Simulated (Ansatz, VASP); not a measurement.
# SiF (F-SiSi-F chair monolayer): VASP beside Ansatz

One calculation is typed for both programs; each brings its own data sets. How far apart do they land? The structure shown is the start of the Ansatz relaxation below; VASP solves that cell, so the two are compared at the walk's first step.

Calculated with Ansatz 0.2.0; plane waves, with VASP 6.6.1 beside it; single point at PBE with D3(BJ).

**1. Starting point**

The cell holds 4 atoms: 2 F and 2 Si. Its edges and angles: a = 3.663 Å, b = 3.663 Å, c = 39.200 Å, α = 90.0°, β = 90.0°, γ = 120.0°. Vacuum lies along c.

**2. Ansatz: relaxation, PBE with D3(BJ)**

Ansatz runs on its PAW soft_1 files.

The two programs are compared at the cell with which this relaxation starts, whose forces are those of its first step.

Input file input.yaml:

```yaml
crystal:
  lattice:
    - [3.663, 0.0, 0.0]
    - [-1.8315, 3.1722510541, 0.0]
    - [0.0, 0.0, 39.2000000002]
  atoms:
    - { symbol: F, position: [0.6666666667, 0.3333333333, 0.4477040816] }
    - { symbol: Si, position: [0.6666666667, 0.3333333333, 0.4905612245] }
    - { symbol: Si, position: [0.3333333333, 0.6666666667, 0.5094387755] }
    - { symbol: F, position: [0.3333333333, 0.6666666667, 0.5522959184] }
  periodic: [true, true, false]
kpoints:
  mp_grid: { grid: [12, 12, 1] }
hamiltonian:
  xc: pbe
  dispersion: d3bj
  pseudopotentials: { kind: paw, azcp: { folder: soft_1 } }
scf:
  occupations: { method: fermi_dirac, width: 0.05 }
  convergence: { dr2_threshold: 1.0e-09 }
relax:
  f_tol: 0.004
  max_steps: 90
  cell: {}
output:
  write_potential: true
  write_density: true
  volumetric_format: npy
```

Run with:

```console
ansatz run input.yaml --threads 2 --pin off --max-ram 3072MiB --backend cpu --events-out ev --progress --plain --runs-dir out
```

Numbers of over 12 decimals in the logs are rounded to 6 here.

Log:

```text
Warning: relax.cell: scf.convergence.dr2_threshold = 1e-9 eV is looser than the 2.01197122807e-10 eV advised for a relaxation that steers and ends on the stress (1e-10 eV for each atom of the cell: 4, times the square of relax.cell.stress_2d_tol = 0.05 N/m over 14.1 Å (the atoms' height at the walk's start and 5 Å past either face), 3.546e-2 GPa, over a crystal's default 0.05). What an SCF threshold leaves in a stress goes as its square root, and in the free energy as the threshold itself, and one threshold admits the most on a small cell: [figures from the program's tests cut] Set scf.convergence.dr2_threshold to 2.01197122807e-10 eV or tighter. [rest of the remark cut]
Engine: ansatz 0.2.0, aarch64-unknown-linux-gnu
Pseudopotentials: kind: paw
Pseudopotential: F, paw, valence charge 7, recommended cutoff 420 eV (normal), soft_1/F.paw.azcp
Pseudopotential: Si, paw, valence charge 4, recommended cutoff 420 eV (normal), soft_1/Si.paw.azcp
Functional definition: PBE
  parameter kappa = 0.804
  parameter beta = 0.066725
  exchange = pbe_x(kappa = kappa, mu = beta*pi^2/3)
  correlation = pbe_c(beta = beta)
Crystal: 4 atoms, lattice volume = 455.502 Å³
Basis set: ecut = 420 eV, 8819 PW (Γ), exchange–correlation on 50×50×540 points (8 copies of the dense FFT grid, shifted against one another)
Bands: 15, of which v1, the nominal top of the filled ones, is band 11 counted from 1 (10 counted from 0)
Symmetry: 12 space group operations
Space group: P-3m1 (ITA 164), of the structure as read, at distance tolerance 7.7e-5 Å
k-points: 19 of 144
Non-local potential: F, projectors of the file, l = 0: 2, l = 1: 2, l = 2: 1
Non-local potential: Si, projectors of the file, l = 0: 2, l = 1: 2, l = 2: 1
PAW form: soft (Blöchl's): semilocal exchange-correlation on the pseudo side does not see the compensation charge
PAW one-centre angular grid: F, 110 points (default); XC on 64 Gauss nodes
PAW one-centre angular grid: Si, 110 points (default); XC on 64 Gauss nodes
Initial density: superposition of atomic densities (neutral atoms: chi_scale 0, normalization atom)
Initial wavefunctions: pseudopotential atomic-orbital guess
Functional: x = pbe(κ = 0.804, μ = 0.219515), c = pbe(β = 0.066725)
SCF iter   1: F=—  HF=-2890.730612 eV  |F-HF|=—  |Δ(HF+E_count)|=         —  Δρ=3.42e-2  dr2=4.47e0  ethr=3.10e-3  ⟨swp⟩=14.5  Hψ=2834  notcnv=0
preconditioner: auto → Resta (q_TF=auto, 1.646 Å⁻¹)  ε∞=1.5  [insulator: Δε(μ)=0.325 eV  Ē_g=10.770 eV  σ=0.050 eV  W_gap=0.92  n_scr=20 (ndim 8)  ℏωp=7.4 eV  f_vac=0.822  D(μ)=0.03/eV (n_scr^D=0)  ε∞_Penn≈1.5  vacuum switching on, ρ_ref=8.4e-3 e/Å³]
SCF iter   2: F=—  HF=-2889.809364 eV  |F-HF|=—  |Δ(HF+E_count)|=   9.21e-1  Δρ=2.13e-2  dr2=1.09e0  ethr=3.10e-3  ⟨swp⟩=5.2  Hψ=1088  notcnv=0
SCF iter   3: F=—  HF=-2889.581038 eV  |F-HF|=—  |Δ(HF+E_count)|=   2.28e-1  Δρ=7.21e-3  dr2=1.85e-1  ethr=3.10e-3  ⟨swp⟩=3.8  Hψ=862  notcnv=0
SCF iter   4: F=—  HF=-2889.554640 eV  |F-HF|=—  |Δ(HF+E_count)|=   2.64e-2  Δρ=1.90e-3  dr2=1.26e-2  ethr=8.42e-4  ⟨swp⟩=2.6  Hψ=613  notcnv=0
SCF iter   5: F=—  HF=-2889.555649 eV  |F-HF|=—  |Δ(HF+E_count)|=   1.01e-3  Δρ=3.28e-4  dr2=2.60e-4  ethr=5.74e-5  ⟨swp⟩=2.5  Hψ=565  notcnv=0
SCF iter   6: F=—  HF=-2889.555870 eV  |F-HF|=—  |Δ(HF+E_count)|=   2.21e-4  Δρ=1.71e-4  dr2=9.69e-5  ethr=1.18e-6  ⟨swp⟩=3.1  Hψ=628  notcnv=0
SCF iter   7: F=—  HF=-2889.555663 eV  |F-HF|=—  |Δ(HF+E_count)|=   2.07e-4  Δρ=2.39e-5  dr2=2.11e-6  ethr=4.40e-7  ⟨swp⟩=3.0  Hψ=588  notcnv=0
SCF iter   8: F=—  HF=-2889.555675 eV  |F-HF|=—  |Δ(HF+E_count)|=   1.20e-5  Δρ=3.61e-6  dr2=3.76e-8  ethr=9.60e-9  ⟨swp⟩=3.4  Hψ=630  notcnv=0
SCF iter   9: F=—  HF=-2889.555675 eV  |F-HF|=—  |Δ(HF+E_count)|=   7.93e-9  Δρ=9.31e-7  dr2=2.51e-9  ethr=1.71e-10  ⟨swp⟩=3.3  Hψ=634  notcnv=0
SCF iter  10: F=-2889.555675 eV  HF=-2889.555675 eV  |F-HF|=2.65e-10  |Δ(HF+E_count)|=  5.95e-10  Δρ=3.32e-7  dr2=2.97e-10  ethr=4.55e-12  ⟨swp⟩=11.7  Hψ=2293  notcnv=0
SCF 1 converged in 10 iterations: F = -2889.555675 eV  dr2 = 2.97e-10
  greatest PAW one-centre occupation: 0.932 electrons in one spin orbital (limit 2), on the F atom at site 3 (counted from 0), in its partial waves of l = 0
relax step   1: F+E_penalty+E_count = -2889.55567450 eV  Δ(F+E_penalty+E_count) = +0.000e0 eV  max|allowed force component| = 2.152e0 eV/Å  Δτ_max = 0.0000 Å  P = +7.028 N/m  Ω = 455.502 Å³  fix = [c, alpha, beta]  reactions: c +0.000 N/m  (10 SCF iters, accepted)
[...]
relax step   8: F+E_penalty+E_count = -2889.97228026 eV  Δ(F+E_penalty+E_count) = -2.444e-3 eV  max|allowed force component| = 1.351e-3 eV/Å  Δτ_max = 0.0043 Å  P = +0.123 N/m  Ω = 524.477 Å³  energy of the carried Pulay correction = -1.266e-3 eV  fix = [c, alpha, beta]  reactions: c +0.000 N/m  (8 SCF iters, accepted)
[...]
relax step   9: F+E_penalty+E_count = -2889.97199296 eV  Δ(F+E_penalty+E_count) = +2.873e-4 eV  max|allowed force component| = 5.564e-4 eV/Å  Δτ_max = 0.0016 Å  P = -0.022 N/m  Ω = 526.838 Å³  energy of the carried Pulay correction = -1.744e-3 eV  fix = [c, alpha, beta]  reactions: c -0.000 N/m  (6 SCF iters, accepted)
[...]
relax step  10: F+E_penalty+E_count = -2889.97381208 eV  Δ(F+E_penalty+E_count) = -1.819e-3 eV  max|allowed force component| = 2.433e-4 eV/Å  Δτ_max = 0.0000 Å  P = -0.008 N/m  Ω = 526.838 Å³  fix = [c, alpha, beta]  reactions: c -0.000 N/m  stress off target by 7.96e-3 N/m on what of the cell is left free  SCF on the basis re-selected at this cell (its energy is not comparable with the rows above)  (5 SCF iters)
basis re-selected at this cell: Δ(F+E_penalty+E_count) = -1.819e-3 eV, ΔP = +0.014 N/m vs the last step (what re-selecting the basis moved, of the pressure what is left beyond the Pulay correction that the steps carried, after the strain that the cell walked since its last selection, with what the two solves' SCF thresholds leave and, on support functions, any second-order correction that the steps lacked; it is no m [...]
WARN: The output density's exchange-correlation potential varies sharply where the density is thin. Do not read a vacuum level from v_tot or v_xc, or from such a field of the output density. On a cell that repeats whose density bears no net charge and no dipole along the vacuum's axis use v_es (v_loc + v_h of the components); under efield.dipole_correction with no amplitude use v_es + v_field, which holds any externa [...]
SCF converged after 5 iterations
Free energy (F): -2889.973812 eV
Harris-Foulkes:  -2889.973812 eV  (|F-HF|=3.34e-7)
Internal energy: -2889.973786 eV  (E = F + TS)
E sigma→0 (E₀):  -2889.973799 eV
Entropy (-TS):   -0.000026 eV (-0.006 meV/atom)
Fermi energy:    -6.082330 eV
--- Per-component energies (eV) ---
  E_band       = -335.535330
  E_kinetic    = 477.804368
  E_local      = -27405.986701  (includes V_loc(G=0)·N_el)
  E_nonlocal   = 218.506735
  E_hartree    = 13407.330354
  E_xc         = -266.118545
  E_vxc        = -291.843425  (∫ρ·V_xc dr)
  E_paw        = -1432.800599  (= ΣΔE_a)
  E_vpaw       = -148.679014  (= ΣTr[D̂ρ^β])
  E_aug_tail   = 0.001467  (compensation charges beyond the density's cutoff)
  E_ewald      = 12111.660158
  E_disp       = -0.371024  (pairwise vdW)
  E_smearing   = -0.000026  (= −TS)
  E_closure    = 0.000000  (closes the sum)
  Σ components = -2889.973812   (vs F -2889.973812, Δ=0.00e0)
--- Forces (eV/Å), atoms counted from 1 ---
  atom   1  F     -0.00000000     0.00000000    -0.00024329
  atom   2  Si    -0.00000000     0.00000000    -0.00012424
  atom   3  Si     0.00000000    -0.00000000     0.00012424
  atom   4  F      0.00000000    -0.00000000     0.00024329
  max |Σ_I F_I| component: 1.85e-17 eV/Å
--- 2D stress c σ (N/m, compression-positive) ---
       -0.007961       0.000000       0.000000
        0.000000      -0.007961       0.000000
        0.000000       0.000000      -0.000000
  P = ½ c Tr σ = -0.0080 N/m
--- Band table (eV; the first three rows and the last of 19) ---
  k-point 0: bands = [... 7 lower, -11.4586, -11.4586, -6.4309, -6.4309, -5.7787, -2.7119, -2.7119, -2.6493]
  k-point 1: bands = [... 7 lower, -11.4609, -11.4471, -7.0129, -6.5548, -5.4989, -2.8605, -2.4292, -2.2026]
  k-point 2: bands = [... 7 lower, -11.4687, -11.4159, -7.9727, -6.8343, -5.1475, -3.1979, -1.6798, -1.1526]
  k-point 18: bands = [... 7 lower, -11.6675, -10.6955, -10.6955, -8.9517, -2.0289, -2.0289, -0.2606, -0.1813]
  the weakly bound empty levels are not read free of the cell's end (no_gap_told)
--- Relaxed structure (8 steps of the walk, 7 accepted, 2 SCFs on fresh bases) ---
  F+E_penalty+E_count = -2889.97381208 eV   max|allowed force component| = 2.433e-4 eV/Å   (the final SCF, on the basis selected at the relaxed cell)
  cell:  # Å, volume = 526.8384 Å³
    - [3.939403, 0.0, 0]
    - [-1.969701, 3.411623, 0]
    - [0, 0, 39.2000000002]
  atoms:
    - { symbol: F, position: [0.666667, 0.333333, 0.449463] }
    - { symbol: Si, position: [0.666667, 0.333333, 0.490975] }
    - { symbol: Si, position: [0.333333, 0.666667, 0.509025] }
    - { symbol: F, position: [0.333333, 0.666667, 0.550537] }
```

The column dr2 measures how far the density is from self-consistency, as an energy; F and HF (Harris–Foulkes) agree once it is small.

**3. VASP: single point, PBE with D3(BJ), start cell**

The same cell, functional, mesh and smearing now go to VASP, with its own data sets.

Lines of VASP's logs that name or quote its potential files are left out, and so is its time.

Input file INCAR:

```
SYSTEM = SiF
PREC = Accurate
ENCUT = 520
EDIFF = 1E-06
NELM = 120
ISMEAR = -1
SIGMA = 0.05
LREAL = .FALSE.
ALGO = Normal
GGA = PE
IVDW = 12
NBANDS = 17
LORBIT = 11
LWAVE = .FALSE.
LCHARG = .FALSE.
ISIF = 2
LDIPOL = .TRUE.
IDIPOL = 3
DIPOL = 0.5 0.5 0.5
LVHAR = .TRUE.
LASPH = .TRUE.
GGA_COMPAT = .FALSE.
EFERMI = MIDGAP
NELMDL = -8
```

Input file POSCAR:

```
SiF
1.0
    3.6630000000      0.0000000000      0.0000000000
   -1.8315000000      3.1722510000      0.0000000000
    0.0000000000      0.0000000000     39.2000000000
F Si
2 2
Direct
    0.6666666667      0.3333333333      0.4477040816
    0.3333333333      0.6666666667      0.5522959184
    0.6666666667      0.3333333333      0.4905612245
    0.3333333333      0.6666666667      0.5094387755
```

Input file KPOINTS:

```
Automatic mesh
0
Gamma
12 12 1
0 0 0
```

PAW data sets: F and Si (PBE family, release 64).

Run with:

```console
mpirun -np 1 vasp_std
```

Log:

```text
[banner, memory and clock lines left out]
running    1 mpi-ranks, on    1 nodes
 distrk:  each k-point on    1 cores,    1 groups
 distr:  one band on    1 cores,    1 groups

 POSCAR found type information on POSCAR F Si
 POSCAR found :  2 types and       4 ions
 LDA part: xc-table for (Slater+PW92), standard interpolation
 POSCAR, INCAR and KPOINTS ok, starting setup
 FFT: planning ... GRIDC
 FFT: planning ... GRID_SOFT
 FFT: planning ... GRID
 WAVECAR not read
 entering main loop
       N       E                     dE             d eps       ncg     rms          rms(c)
DAV:   1     0.190165015916E+03    0.19017E+03   -0.76335E+03   774   0.872E+02
DAV:   2     0.900385805890E+01   -0.18116E+03   -0.17290E+03  1026   0.193E+02
DAV:   3    -0.213057422761E+02   -0.30310E+02   -0.30123E+02   751   0.962E+01
DAV:   4    -0.219640224475E+02   -0.65828E+00   -0.65645E+00   886   0.160E+01
DAV:   5    -0.219704844067E+02   -0.64620E-02   -0.64457E-02   881   0.156E+00
DAV:   6    -0.219706259737E+02   -0.14157E-03   -0.14144E-03   943   0.219E-01
DAV:   7    -0.219706294314E+02   -0.34577E-05   -0.34573E-05   936   0.290E-02
DAV:   8    -0.219706295336E+02   -0.10221E-06   -0.10200E-06   818   0.455E-03    0.949E+00
DAV:   9    -0.208099166912E+02    0.11607E+01   -0.45580E+00   721   0.190E+01    0.560E+00
DAV:  10    -0.207595873224E+02    0.50329E-01   -0.26448E-01   819   0.418E+00    0.245E+00
DAV:  11    -0.207431709017E+02    0.16416E-01   -0.57544E-02   831   0.211E+00    0.665E-01
DAV:  12    -0.207456592577E+02   -0.24884E-02   -0.10523E-02   835   0.754E-01    0.138E-01
DAV:  13    -0.207465743773E+02   -0.91512E-03   -0.92045E-04   847   0.216E-01    0.998E-02
DAV:  14    -0.207472045191E+02   -0.63014E-03   -0.52870E-04   794   0.167E-01    0.179E-02
DAV:  15    -0.207472736268E+02   -0.69108E-04   -0.16930E-05   960   0.350E-02    0.112E-02
DAV:  16    -0.207474578433E+02   -0.18422E-03   -0.46797E-05   849   0.476E-02    0.679E-03
DAV:  17    -0.207475286024E+02   -0.70759E-04   -0.10450E-05   893   0.199E-02    0.448E-03
DAV:  18    -0.207476167641E+02   -0.88162E-04   -0.26312E-05   860   0.259E-02    0.284E-03
DAV:  19    -0.207476186617E+02   -0.18976E-05   -0.63859E-07   775   0.531E-03    0.232E-03
DAV:  20    -0.207476278508E+02   -0.91891E-05   -0.48605E-07   738   0.448E-03    0.744E-04
DAV:  21    -0.207476314901E+02   -0.36393E-05   -0.21591E-07   722   0.281E-03    0.966E-04
DAV:  22    -0.207476348340E+02   -0.33439E-05   -0.11660E-07   647   0.248E-03    0.897E-04
DAV:  23    -0.207476350564E+02   -0.22235E-06   -0.11689E-08   677   0.749E-04
   1 F= -.21179636E+02 E0= -.21179060E+02  d E =-.115072E-02
```

Parts of OUTCAR (step 3):

```text
ion  position               nearest neighbor table
   1  0.667  0.333  0.448-   3 1.68
   2  0.333  0.667  0.552-   4 1.68
   3  0.667  0.333  0.491-   1 1.68   4 2.24   4 2.24   4 2.24
   4  0.333  0.667  0.509-   2 1.68   3 2.24   3 2.24   3 2.24

  LATTYP: Found a hexagonal cell.
 ALAT       =     3.6630000000
 C/A-ratio  =    10.7016107016

 Subroutine GETGRP returns: Found 12 space group operations
 (whereof 12 operations were pure point group operations)

The static configuration has the point symmetry D_3d.

 Found     19 irreducible k-points:

   k-points           NKPTS =     19   k-points in BZ     NKDIM =     19   number of bands    NBANDS=     17

   dimension x,y,z NGX =    28 NGY =   28 NGZ =  294
   dimension x,y,z NGXF=    56 NGYF=   56 NGZF=  588

   ENCUT  =  520.0 eV  38.22 Ry    6.18 a.u.   6.81  6.81 72.89*2*pi/ulx,y,z

   NELECT =      22.0000    total number of electrons

 k-points in reciprocal lattice and weights: Automatic mesh
   0.00000000  0.00000000  0.00000000       0.007
   0.08333333 -0.00000000  0.00000000       0.042
   0.16666667 -0.00000000  0.00000000       0.042
   0.25000000  0.00000000  0.00000000       0.042
   0.33333333 -0.00000000  0.00000000       0.042
   0.41666667  0.00000000  0.00000000       0.042
   0.50000000  0.00000000  0.00000000       0.021
   0.08333333  0.08333333  0.00000000       0.042
   0.16666667  0.08333333  0.00000000       0.083
[...]
0.33333333  0.25000000  0.00000000       0.083
   0.33333333  0.33333333  0.00000000       0.014

 dipolmoment           0.000000      0.000000     -0.000000 electrons x Angstroem

 average (electrostatic) potential at core
       1 -85.5130       2 -85.5130       3 -94.6891       4 -94.6891

 E-fermi :  -5.3246

 k-point     1 :       0.0000    0.0000    0.0000
  band No.  band energies     occupation
    ...
      8     -10.0433      2.00000
      9     -10.0433      2.00000
     10      -5.4188      1.73629
     11      -5.4188      1.73629
     12      -5.2791      0.57406
     13      -1.5742      0.00000
     14      -1.5742      0.00000
     15      -0.1821      0.00000
     16       0.3277      0.00000
     17       1.1852      0.00000

 k-point     2 :       0.0833   -0.0000    0.0000
  band No.  band energies     occupation
    ...
      7     -10.1896      2.00000
      8     -10.0551      2.00000
      9     -10.0485      2.00000
     10      -6.0538      2.00000
     11      -5.5845      1.98901
     12      -5.0029      0.00321
     13      -1.6806      0.00000
     14      -1.2230      0.00000
     15       0.2280      0.00000
     16       0.4562      0.00000
    ...

 k-point     3 :       0.1667   -0.0000    0.0000
  band No.  band energies     occupation
    ...
      7     -10.2429      2.00000
      8     -10.0861      2.00000
      9     -10.0646      2.00000
     10      -7.0862      2.00000
     11      -5.9443      1.99999
     12      -4.6791      0.00000
     13      -2.0364      0.00000
     14      -0.3149      0.00000
     15       0.8062      0.00000
     16       1.2160      0.00000
    ...

 Edisp (eV)   -0.43200

  Total       4.98575     4.98575    -3.88527     0.00000     0.00000     0.00000
  in kB      17.53682    17.53682   -13.66598     0.00000     0.00000     0.00000
  external pressure =        7.14 kB  Pullay stress =        0.00 kB

  energy-cutoff  :      520.00
  volume of cell :      455.50
      direct lattice vectors                 reciprocal lattice vectors
     3.663000000  0.000000000  0.000000000     0.273000273  0.157616784  0.000000000
    -1.831500000  3.172251000  0.000000000     0.000000000  0.315233568  0.000000000
     0.000000000  0.000000000 39.200000000     0.000000000  0.000000000  0.025510204

 POSITION                                       TOTAL-FORCE (eV/Angst)
 -----------------------------------------------------------------------------------
      1.83150      1.05742     17.55000         0.000000      0.000000      1.286703
     -0.00000      2.11483     21.65000        -0.000000     -0.000000     -1.286703
      1.83150      1.05742     19.23000         0.000000      0.000000     -1.997346
     -0.00000      2.11483     19.97000        -0.000000     -0.000000      1.997346
 -----------------------------------------------------------------------------------
    total drift:                                0.000000      0.000000     -0.000000

  FREE ENERGIE OF THE ION-ELECTRON SYSTEM (eV)
  ---------------------------------------------------
  free  energy   TOTEN  =       -21.1796356063 eV

  energy  without entropy=      -21.1784848827  energy(sigma->0) =      -21.17906024

 vacuum level on the upper side and lower side of the slab         1.401         1.401

 total charge
# of ion       s       p       d       tot
------------------------------------------
    1        1.746   4.339   0.000   6.084
    2        1.746   4.339   0.000   6.084
    3        0.744   0.988   0.000   1.732
    4        0.744   0.988   0.000   1.732
--------------------------------------------------
tot          4.979  10.652   0.000  15.632

[... 3 further parts left out ...]
```

**4. Comparison**

Known differences besides the potentials themselves: Ansatz cuts the interaction across the vacuum, VASP repeats the sheet with a dipole correction; the cutoff is 420 eV in Ansatz and 520 eV in VASP. Total energies have different zeros and are not compared.

Forces (eV/Å; atoms numbered as in POSCAR):

| atom | Ansatz x, y, z | VASP x, y, z |
| --- | --- | --- |
| F1 | 0.000, 0.000, 1.430 | 0.000, 0.000, 1.287 |
| F2 | 0.000, 0.000, -1.430 | 0.000, 0.000, -1.287 |
| Si3 | 0.000, 0.000, -2.152 | 0.000, 0.000, -1.997 |
| Si4 | 0.000, 0.000, 2.152 | 0.000, 0.000, 1.997 |

The forces differ by 86 meV/Å r.m.s., which is 8.9 % of the r.m.s. force of 0.970 eV/Å (both taken over all components). With vacuum in the cell, a pressure given here is an average over mostly empty space and none of the material.

**5. Results**

```json
{
  "r.m.s. force difference (single point, PBE with D3(BJ), start cell)": "8.9 % of the r.m.s. force"
}
```

What this shows: The r.m.s. force difference is 8.9 % of the r.m.s. force (single point, PBE with D3(BJ), start cell), beyond the 3 % picked in this series as the mark of a large difference. What causes the difference of the single point, PBE with D3(BJ), start cell pair stays open here. 1 further run of this series is not shown here. Such differences can come from data sets, numerical settings and the points named under the comparisons, not from the functional's error against experiment.

[Lines on the potential files, build, host, timing and source positions are cut from VASP's logs without a mark.]

[Logs are printed without paths, hosts, clocks, repeated set-up lines and the standing remarks that a program may print on its own settings, such as how far it seeks lower states.]

[Hosts, paths, dates, database ids (printed as entryN), source tags and the programs' standing remarks are cut or masked in the printed files.]
